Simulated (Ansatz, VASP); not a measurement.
# One calculation of Ba, two programs

POSCAR

```
Ba
1.0
    4.1123750265      0.0000000000      0.0000000000
    0.0000000000      4.1123750265      0.0000000000
    0.0000000000      0.0000000000      3.4105839905
Ba
1
Direct
    0.5000000000      0.5000000000      0.5000000000
```

The input INCAR.step1:

```
PREC = Accurate ; ENCUT = 520
ISMEAR = 0 ; SIGMA = 0.15
LREAL = F ; LASPH = T
NELM = 100 ; NBANDS = 11
GGA = PE ; ALGO = Normal
EDIFF = 1E-4 ; LWAVE = T
LCHARG = F
```

INCAR.step2

```
PREC = Accurate ; ENCUT = 520
EDIFF = 1E-6 ; ISMEAR = 0
SIGMA = 0.15 ; LREAL = F
LASPH = T ; NELM = 100
ALGO = Normal ; ISIF = 2
LWAVE = F ; LCHARG = F
METAGGA = R2SCAN ; LMIXTAU = T
NBANDS = 11 ; ISTART = 1
```

File KPOINTS:

```
regular mesh
0
Gamma
  14 14 14
```

Input for Ansatz:

```yaml
crystal:
  lattice:
    - [4.1123750265, 0.0, 0.0]
    - [0.0, 4.1123750265, 0.0]
    - [0.0, 0.0, 3.4105839905]
  atoms:
    - { symbol: Ba, position: [0.5, 0.5, 0.5] }
basis:
  ecutwfc: 500
kpoints:
  mp_grid: { grid: [14, 14, 14] }
hamiltonian:
  xc: r2scan
scf:
  occupations: { method: gaussian, width: 0.15 }
output:
  forces: true
  stress: true
  eigenvalues: true
```

Alike in both runs: task single point; functional r2SCAN; k mesh 14 × 14 × 14; occupations gaussian, width 0.15 eV; no spin polarisation.

|  | VASP | Ansatz |
| --- | --- | --- |
| version | VASP 6.6.1 | Ansatz 0.2.0 |
| potentials or method | VASP PAW PBE potentials, release 64 (Ba_sv) | scalar-relativistic, plane waves, PAW |
| plane-wave cutoff (eV) | 520 | 500 |
| valence electrons in the cell | 10 | 10 |

```csv
,VASP,Ansatz,Ansatz less VASP
gap on the k mesh at the Fermi level (eV),none,none,-
pressure (GPa),0.8,0.5,-0.29
largest component of the traceless stress (GPa),5.42,5.12,-0.297
```

A gap of «none» marks a metal or a gap that the smearing closes.

Caveats: the PAW data sets were made with another functional, which shifts forces and pressure a little (VASP). Spin-orbit coupling is left out, which matters for the levels of Ba.
